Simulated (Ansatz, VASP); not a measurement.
Given: the input of a run of Ansatz 0.2.0 on Hf.

Contents of input.yaml:

```yaml
crystal:
  lattice:
    - [5.0276308424, 0.0, 0.0]
    - [-2.5138154212, 4.3540560303, 0.0]
    - [0.0, 0.0, 3.1268452265]
  atoms:
    - { symbol: Hf, position: [0.0, 0.0, 0.0] }
    - { symbol: Hf, position: [0.3333333333, 0.6666666667, 0.5] }
    - { symbol: Hf, position: [0.6666666667, 0.3333333333, 0.5] }
hamiltonian:
  xc: pbesol
  pseudopotentials: { kind: paw }
kpoints:
  mp_grid: { grid: [6, 6, 9] }
scf:
  occupations: { method: fermi_dirac, width: 0.05 }
output:
  forces: true
  stress: true
  eigenvalues: true
```

Potentials or basis: Ansatz PAW.

Command:

```console
$ ansatz run input.yaml --threads 1 --pin off --max-ram 3584MiB --backend cpu --events-out ev --progress --plain --runs-dir out
```

**Question.** Set up the same calculation for VASP 6.6.1. Potentials there: VASP PAW PBE potentials, release 64 (Hf_pv).

**Answer.** As run (the cutoff follows the program's own potentials):

Contents of INCAR:

```
  ALGO = Normal
  EDIFF = 1E-7
  ENCUT = 520
  GGA = PS
  ISIF = 2
  ISMEAR = -1
  LASPH = True
  LCHARG = False
  LREAL = False
  LWAVE = False
  NBANDS = 22
  NELM = 80
  PREC = Accurate
  SIGMA = 0.05
```

Contents of KPOINTS:

```
k-points
0
Gamma
  6 6 9
```

POSCAR

```
Hf
1.0
    5.0276308424      0.0000000000      0.0000000000
   -2.5138154212      4.3540560303      0.0000000000
    0.0000000000      0.0000000000      3.1268452265
Hf
3
Direct
    0.0000000000      0.0000000000      0.0000000000
    0.3333333333      0.6666666667      0.5000000000
    0.6666666667      0.3333333333      0.5000000000
```

Potentials or basis: VASP PAW PBE potentials, release 64 (Hf_pv).

Command:

```sh
$ cat potpaw_PBE.64/Hf_pv/POTCAR > POTCAR
$ mpirun -np 1 vasp_std > vasp.out
```

Both were run:

|  | VASP | Ansatz | Ansatz less VASP |
| --- | --- | --- | --- |
| gap on the k mesh at the Fermi level (eV) | none | none | - |
| pressure (GPa) | -6.9 | -6.5 | +0.38 |
| largest component of the traceless stress (GPa) | 0.33 | 0.23 | -0.091 |

A gap of «none» marks a metal or a gap that the smearing closes. The two sets of potentials don't hold the same shells in valence.

Caveats: the PAW data sets were made with another functional, which shifts forces and pressure a little (VASP); the PAW data sets come from PBE, with cores solved anew for the run's functional, which leaves a small shift of forces and pressure (Ansatz). Spin-orbit coupling is left out, which matters for the levels of Hf.
